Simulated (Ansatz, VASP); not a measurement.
**Ge in VASP and in Ansatz**

File INCAR:

```
PREC = Accurate ; ENCUT = 520
EDIFF = 1E-6 ; ISMEAR = -1
SIGMA = 0.1 ; LREAL = False
LASPH = True ; NELM = 60
ALGO = Normal ; ISIF = 2
LWAVE = False ; LCHARG = True
GGA = RE ; LELF = True
LVHAR = True ; NBANDS = 21
```

Contents of KPOINTS:

```
Automatic mesh
0
Gamma
  13 13 8
```

The input POSCAR:

```
Ge
1.0
    3.0010089043      0.0000000000      0.0000000000
   -1.5005044522      2.5989499481      0.0000000000
    0.0000000000      0.0000000000      4.6487980719
Ge
2
Direct
    0.3333333333      0.6666666667      0.2500000000
    0.6666666667      0.3333333333      0.7500000000
```

Input for Ansatz:

```yaml
crystal:
  lattice:
    - [3.0010089043, 0.0, 0.0]
    - [-1.5005044522, 2.5989499481, 0.0]
    - [0.0, 0.0, 4.6487980719]
  atoms:
    - { symbol: Ge, position: [0.3333333333, 0.6666666667, 0.25] }
    - { symbol: Ge, position: [0.6666666667, 0.3333333333, 0.75] }
hamiltonian:
  xc: revpbe
  pseudopotentials:
    kind: paw
    azcp:
      Ge: "pseudopotentials/Ge.paw.azcp"
basis:
  ecutwfc: 420
  fft_grid_basis: typed
kpoints:
  mp_grid: { grid: [13, 13, 8], shift: [0, 0, 0] }
magnetization:
  spin_polarized: false
scf:
  occupations: { method: fermi_dirac, width: 0.1 }
  lower_state_search: "off"
output:
  stress: true
```

Alike in both runs: task single point; functional revPBE; k mesh 13 × 13 × 8; occupations fermi-dirac, width 0.1 eV; no spin polarisation.

```csv
,VASP,Ansatz
version,VASP 6.6.1,Ansatz 0.2.0
potentials or method,"VASP PAW PBE potentials, release 64 (Ge_d)","plane waves (420 eV) with PAW, scalar-relativistic"
plane-wave cutoff (eV),520,420
valence electrons in the cell,28,28
```

Ansatz gave:

* pressure (GPa): 6.0
* largest component of the traceless stress (GPa): 0.76

Q: Estimate VASP's values.

A: Pressure (GPa): 6.1; largest component of the traceless stress (GPa): 0.76.

Caveats: the PAW data sets were made with another functional, which shifts forces and pressure a little (VASP).
